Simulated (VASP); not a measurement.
Write the native input for VASP 6.6.1 that does the following.

```yaml
Task: single point
Functional: r2SCAN
Potentials_or_basis: VASP PAW PBE potentials, release 64 (Fe)
Cutoff: 520 eV
k_mesh: 10 × 10 × 10
Occupations: gaussian, width 0.1 eV
Spin: collinear spin, typed start
Starting_moments: "[4.0] μB"
Dipole_correction: no
Further_INCAR_settings: ALGO = Normal; EDIFF = 1e-06; NBANDS = 14
```

The system is Fe.

```xyz
1
Lattice="-1.2612 1.2612 1.9188 1.2612 -1.2612 1.9188 1.2612 1.2612 -1.9188" Properties=species:S:1:pos:R:3 pbc="T T T"
Fe    0.0000    0.0000    0.0000
```

The cell was built by a generator and needn't be a form met in nature.

The input as run:

POSCAR

```
Fe
1.0
   -1.2612468647      1.2612468647      1.9188031123
    1.2612468647     -1.2612468647      1.9188031123
    1.2612468647      1.2612468647     -1.9188031123
Fe
1
Direct
    0.0000000000      0.0000000000      0.0000000000
```

INCAR.step1

```
SYSTEM = Fe
ALGO = Normal
EDIFF = 1E-4
ENCUT = 520
GGA = PE
ISMEAR = 0
ISPIN = 2
LASPH = .TRUE.
LCHARG = .FALSE.
LMAXMIX = 4
LREAL = .FALSE.
LWAVE = .TRUE.
MAGMOM = 4
NBANDS = 14
NELM = 150
PREC = Accurate
SIGMA = 0.1
```

INCAR.step2

```
SYSTEM = Fe
ALGO = Normal
EDIFF = 1E-6
ENCUT = 520
ISIF = 2
ISMEAR = 0
ISPIN = 2
ISTART = 1
LASPH = .TRUE.
LCHARG = .TRUE.
LELF = .TRUE.
LMAXMIX = 4
LMIXTAU = .TRUE.
LORBIT = 11
LREAL = .FALSE.
LVHAR = .TRUE.
LWAVE = .FALSE.
MAGMOM = 4
METAGGA = R2SCAN
NBANDS = 14
NELM = 150
PREC = Accurate
SIGMA = 0.1
```

KPOINTS

```
k-points
0
G
  10 10 10
  0 0 0
```

Potentials or basis: VASP PAW PBE potentials, release 64 (Fe).

The run is started by

```console
$ cat potpaw_PBE.64/Fe/POTCAR > POTCAR
$ cp INCAR.step1 INCAR
$ mpirun -np 1 vasp_std > vasp.out
$ cp INCAR.step2 INCAR
$ mpirun -np 1 vasp_std > vasp.out
```

Results of the run:

The pressure is -3.3 GPa. The band gap on the k mesh is none (metal or under the smearing width). The net moment is 2.74 μB per cell and the site moments are Fe +2.80 μB. The valence electrons inside the program's atomic spheres are Fe 7.13.

Caveat: the PAW data sets were made with another functional, which shifts forces and pressure a little.

Wall time 74 s on 1 thread of Intel(R) Xeon(R) 6975P-C (Granite Rapids), with other jobs on the host, peak memory 0.15 GiB.
